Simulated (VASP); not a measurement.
# InP (F-43m) in VASP: elastic constants with PBE

Aim: the elastic constants of InP with PBE.

Everything below comes from runs of VASP 6.6.1. Logs are shortened: lines on timing, memory, paths and dates and some standing lists are left out, and cuts for length are marked.

**1. The crystal as given**

The structure is cubic, space group F-43m (No. 216). Conventional cell: a = 5.861 Å, b = 5.861 Å, c = 5.861 Å, α = 90.00°, β = 90.00°, γ = 90.00°. In (site symmetry -43m) has 4 P at 2.54 Å as nearest neighbours. P (site symmetry -43m) has 4 In at 2.54 Å as nearest neighbours.

**2. Elastic constants, PBE**

The input, POSCAR:

```
InP
1.0
    0.0000000000      2.9305000000      2.9305000000
    2.9305000000      0.0000000000      2.9305000000
    2.9305000000      2.9305000000      0.0000000000
In P
1 1
Direct
    0.0000000000      0.0000000000      0.0000000000
    0.2500000000      0.2500000000      0.2500000000
```

The input, INCAR.step1:

```
SYSTEM = InP
PREC = Accurate
ENCUT = 600
EDIFF = 1E-8
ISMEAR = 0
SIGMA = 0.02
LREAL = .FALSE.
LASPH = .TRUE.
NELM = 100
ALGO = Normal
ISIF = 3
LWAVE = .FALSE.
LCHARG = .FALSE.
GGA = PE
IBRION = 2
NSW = 40
EDIFFG = -0.002
```

The input, INCAR.step2:

```
SYSTEM = InP
PREC = Accurate
ENCUT = 600
EDIFF = 1E-8
ISMEAR = 0
SIGMA = 0.02
LREAL = .FALSE.
LASPH = .TRUE.
NELM = 100
ALGO = Normal
ISIF = 3
LWAVE = .FALSE.
LCHARG = .FALSE.
GGA = PE
IBRION = 6
NFREE = 2
POTIM = 0.015
NSW = 1
```

The input, KPOINTS:

```
regular mesh
0
G
  10 10 10
  0 0 0
```

Potentials or basis: VASP PAW PBE potentials, release 64 (In_d, P).

Run with:

```bash
cat potpaw_PBE.64/In_d/POTCAR potpaw_PBE.64/P/POTCAR > POTCAR
cp INCAR.step1 INCAR
mpirun -np 1 vasp_std > vasp.out
cp CONTCAR POSCAR
cp INCAR.step2 INCAR
mpirun -np 1 vasp_std > vasp.out
```

OUTCAR:

```text
SYSTEM = InP
   PREC = Accurate
   ENCUT = 600
   EDIFF = 1E-8
   ISMEAR = 0
   LREAL = .FALSE.
   LASPH = .TRUE.
   NELM = 100
   ISIF = 3
   GGA = PE
   IBRION = 6
   NFREE = 2
   POTIM = 0.015
   NSW = 1

 ion  position               nearest neighbor table
   1  0.000  0.000  0.000-   2 2.58   2 2.58   2 2.58   2 2.58
   2  0.250  0.250  0.250-   1 2.58   1 2.58   1 2.58   1 2.58

  LATTYP: Found a face centered cubic cell.
 ALAT       =     5.9584516400

  Lattice vectors:

 A1 = (   0.0000000000,   2.9792258200,   2.9792258200)
 A2 = (   2.9792258200,   0.0000000000,   2.9792258200)
 A3 = (   2.9792258200,   2.9792258200,   0.0000000000)

Analysis of symmetry for initial positions (statically):
=====================================================================
 Subroutine PRICEL returns:
 Original cell was already a primitive cell.

 Routine SETGRP: Setting up the symmetry group for a
 face centered cubic supercell.

 Subroutine GETGRP returns: Found 24 space group operations
 (whereof 24 operations were pure point group operations)
 out of a pool of 48 trial point group operations.

The static configuration has the point symmetry T_d .

Analysis of symmetry for dynamics (positions and initial velocities):
=====================================================================
 Subroutine PRICEL returns:
 Original cell was already a primitive cell.

 Routine SETGRP: Setting up the symmetry group for a
 face centered cubic supercell.

 Subroutine GETGRP returns: Found 24 space group operations
 (whereof 24 operations were pure point group operations)
 out of a pool of 48 trial point group operations.

The dynamic configuration has the point symmetry T_d .

 Subroutine INISYM returns: Found 24 space group operations
 (whereof 24 operations are pure point group operations),
 and found     1 'primitive' translations

----------------------------------------------------------------------------------------

                                     Primitive cell

  volume of cell :      52.8859

  direct lattice vectors                    reciprocal lattice vectors
     0.000000000  2.979225820  2.979225820    -0.167828835  0.167828835  0.167828835
     2.979225820  0.000000000  2.979225820     0.167828835 -0.167828835  0.167828835
     2.979225820  2.979225820  0.000000000     0.167828835  0.167828835 -0.167828835

  length of vectors
     4.213261560  4.213261560  4.213261560     0.290688070  0.290688070  0.290688070

  position of ions in fractional coordinates (direct lattice)
     0.000000000  0.000000000  0.000000000
     0.250000000  0.250000000  0.250000000

  ion indices of the primitive-cell ions
   primitive index   ion index
                 1           1
                 2           2

----------------------------------------------------------------------------------------

 KPOINTS: regular mesh

Automatic generation of k-mesh.
 Grid dimensions read from file:
 generate k-points for:   10   10   10

 Generating k-lattice:

  Cartesian coordinates                     Fractional coordinates (reciprocal lattice)
    -0.016782884  0.016782884  0.016782884     0.100000000  0.000000000  0.000000000
     0.016782884 -0.016782884  0.016782884     0.000000000  0.100000000  0.000000000
[... 111 lines left out ...]
------------------------ aborting loop because EDIFF is reached ----------------------------------------

  FORCE on cell =-STRESS in cart. coord.  units (eV):
  Direction    XX          YY          ZZ          XY          YZ          ZX
  --------------------------------------------------------------------------------------
  -------------------------------------------------------------------------------------
  Total        0.0047274      0.0047274      0.0047274      0.0000000      0.0000000      0.0000000
  in kB        0.1432167      0.1432167      0.1432167      0.0000000      0.0000000      0.0000000
  external PRESSURE =       0.1432167 kB  Pullay stress =       0.0000000 kB
[... 89 lines left out ...]
  FREE ENERGIE OF THE ION-ELECTRON SYSTEM (eV)
  ---------------------------------------------------
  free  energy   TOTEN  =        -8.4047642497 eV

  energy  without entropy=       -8.4047642497  energy(sigma->0) =       -8.40476425

[... ionic steps 4 to 14 ...]

--------------------------------------- Ionic step       15  -------------------------------------------

 number of electron      18.0000000 magnetization

------------------------ aborting loop because EDIFF is reached ----------------------------------------
[... 67 lines left out ...]
--------------------------------------- Ionic step       17  -------------------------------------------

 number of electron      17.9999999 magnetization

 Free energy of the ion-electron system (eV)
  ---------------------------------------------------
  ext. energy  EPLUGINS =         0.00000000
  ---------------------------------------------------
  free energy    TOTEN  =        -8.40728670 eV

  energy without entropy =       -8.40728670  energy(sigma->0) =       -8.40728670

 E-fermi :   4.8442     XC(G=0):  -9.0654

 val. band max:        4.6887584916   @ k =   0.0000   0.0000   0.0000
 cond. band min:       5.1040263206   @ k =   0.0000   0.0000   0.0000
 fundamental gap:      0.4152678289
 Fermi energy:         4.8441863547

 k-point     1 :       0.0000    0.0000    0.0000
  band No.  band energies     occupation
      1      -9.4368      2.00000
      2      -9.4343      2.00000
      3      -9.4313      2.00000
      4      -9.3052      2.00000
      5      -9.3052      2.00000
      6      -6.5280      2.00000
      7       4.6340      2.00000
      8       4.6621      2.00000
      9       4.6888      2.00000
     10       5.1040      0.00000
     11       8.7350      0.00000
     12       8.7512      0.00000
     13       8.7690      0.00000
[... 354 lines left out ...]
  band No.  band energies     occupation
      1      -9.5590      2.00000
      2      -9.3692      2.00000
      3      -9.3667      2.00000
      4      -9.3336      2.00000
      5      -9.2829      2.00000
      6      -4.9915      2.00000
      7       0.0365      2.00000
      8       2.6414      2.00000
      9       2.8764      2.00000
     10       6.9597      0.00000
     11       7.6436      0.00000
     12      11.3833      0.00000
     13      12.0205      0.00000

 [... further k-points ...]
[... 5 lines left out ...]
  --------------------------------------------------------------------------------------
  -------------------------------------------------------------------------------------
  Total        0.0051410      0.0073076      0.0073076      0.0000000      0.1016147      0.0000000
  in kB        0.1557476      0.2213840      0.2213840      0.0000000      3.0784118      0.0000000
  external PRESSURE =       0.1995052 kB  Pullay stress =       0.0000000 kB
[... 17 lines left out ...]
  FREE ENERGIE OF THE ION-ELECTRON SYSTEM (eV)
  ---------------------------------------------------
  free  energy   TOTEN  =        -8.4072867044 eV

  energy  without entropy=       -8.4072867044  energy(sigma->0) =       -8.40728670

 INTERNAL STRAIN TENSORS FROM STRAINED CELLS
 ============================================

 INTERNAL STRAIN TENSOR FOR ION    1 for displacements in x,y,z  (eV/Angst):
          X           Y           Z          XY          YZ          ZX
  --------------------------------------------------------------------------------
  x    -0.00000     0.00000     0.00000     0.00000     6.77810     0.00000
  y    -0.00000     0.00000     0.00000     0.00000    -0.00000     6.77918
  z    -0.00000     0.00000    -0.00000     6.77888     0.00000     0.00000

 INTERNAL STRAIN TENSORS FROM DISPLACED ATOMS
 ============================================

 INTERNAL STRAIN TENSOR FOR ION    1 for displacements in x,y,z  (eV/Angst):
          X           Y           Z          XY          YZ          ZX
  --------------------------------------------------------------------------------
  x    -0.00000     0.00000     0.00000     0.00000     6.77556     0.00000
  y     0.00000     0.00000     0.00000     0.00000     0.00000     6.77556
  z     0.00000     0.00000    -0.00000     6.77556     0.00000     0.00000

 INTERNAL STRAIN TENSOR FOR ION    2 for displacements in x,y,z  (eV/Angst):
          X           Y           Z          XY          YZ          ZX
  --------------------------------------------------------------------------------
  x     0.00000    -0.00000    -0.00000     0.00000    -6.77373     0.00000
  y    -0.00000     0.00000    -0.00000     0.00000     0.00000    -6.77373
  z    -0.00000    -0.00000     0.00000    -6.77373     0.00000     0.00000

 Eigenvectors and eigenvalues of the dynamical matrix
 ----------------------------------------------------

   1 f  =    8.488350 THz    53.333874 2PiTHz  283.140867 cm-1    35.104978 meV
             X         Y         Z           dx          dy          dz
      0.000000  0.000000  0.000000     0.000000    0.460960    0.000000
      1.489613  1.489613  1.489613     0.000000   -0.887421    0.000000
[... 21 lines left out ...]
   6 f/i=    0.000352 THz     0.002210 2PiTHz    0.011731 cm-1     0.001454 meV
             X         Y         Z           dx          dy          dz
      0.000000  0.000000  0.000000     0.000000    0.000000    0.887421
      1.489613  1.489613  1.489613     0.000000    0.000000    0.460960

--------------------------------------------------------------------------------------------------------

 ELASTIC MODULI CONTR FROM IONIC RELAXATION (kBar)
 Direction    XX          YY          ZZ          XY          YZ          ZX
 --------------------------------------------------------------------------------
 XX          -0.0000      0.0000      0.0000     -0.0000      0.0000     -0.0000
 YY           0.0000     -0.0000     -0.0000     -0.0000     -0.0000     -0.0000
 ZZ           0.0000     -0.0000     -0.0000      0.0000     -0.0000     -0.0000
 XY          -0.0000     -0.0000      0.0000   -193.3296      0.0000      0.0000
 YZ           0.0000     -0.0000     -0.0000      0.0000   -193.3296     -0.0000
 ZX          -0.0000     -0.0000     -0.0000      0.0000     -0.0000   -193.3296
 --------------------------------------------------------------------------------

 TOTAL ELASTIC MODULI (kBar)
 Direction    XX          YY          ZZ          XY          YZ          ZX
 --------------------------------------------------------------------------------
 XX         871.2080    458.2024    458.2024     -0.0000      0.0000     -0.0000
 YY         458.2024    871.2080    458.2024     -0.0000     -0.0000     -0.0000
 ZZ         458.2024    458.2024    871.2080      0.0000     -0.0000     -0.0000
 XY          -0.0000     -0.0000      0.0000    417.1252      0.0000      0.0000
 YZ           0.0000     -0.0000     -0.0000      0.0000    417.1252     -0.0000
 ZX          -0.0000     -0.0000     -0.0000      0.0000     -0.0000    417.1252
 --------------------------------------------------------------------------------
```

Wall time 20 min (1 thread of Intel Xeon Platinum 8488C (Sapphire Rapids), shared host); peak memory 0.53 GiB.

What came out:

* Relaxed volume: 26.44 Å³/atom
* Relaxed cell: a = 4.213 Å, b = 4.213 Å, c = 4.213 Å, α = 60.00°, β = 60.00°, γ = 60.00°
* Space group after relaxing (to 0.05 Å): F-43m (No. 216)
* Elastic constants C11, C12, C44: 87, 46, 42 GPa
* Voigt bulk modulus: 60 GPa
* Highest phonon frequency at Γ, LO-TO splitting left out: 283 cm⁻¹

The path:
```tsv
step	energy change (eV)	largest force (eV/Å)	pressure (GPa)	volume (Å³)
1	0.0000	0.0000	3.32	50.33
2	-0.0192	0.0000	-1.40	54.22
3	-0.0252	0.0000	0.01	52.89
```

Final structure:
```xyz
2
Lattice="0.0000 2.9792 2.9792 2.9792 0.0000 2.9792 2.9792 2.9792 0.0000" Properties=species:S:1:pos:R:3 pbc="T T T"
In    0.0000    0.0000    0.0000
P     1.4896    1.4896    1.4896
```

Phonon frequencies in cm⁻¹ (negative: imaginary):
```
              q point        frequencies
(0.000, 0.000, 0.000)  0 0 0 283 283 283
```

Elastic tensor in Voigt notation (GPa, in the Cartesian axes of the cell as first typed):
```
87 46 46  0  0  0
46 87 46  0  0  0
46 46 87  0  0  0
 0  0  0 42  0  0
 0  0  0  0 42  0
 0  0  0  0  0 42
```

Clamped-ion elastic tensor (GPa):
```
87 46 46  0  0  0
46 87 46  0  0  0
46 46 87  0  0  0
 0  0  0 61  0  0
 0  0  0  0 61  0
 0  0  0  0  0 61
```
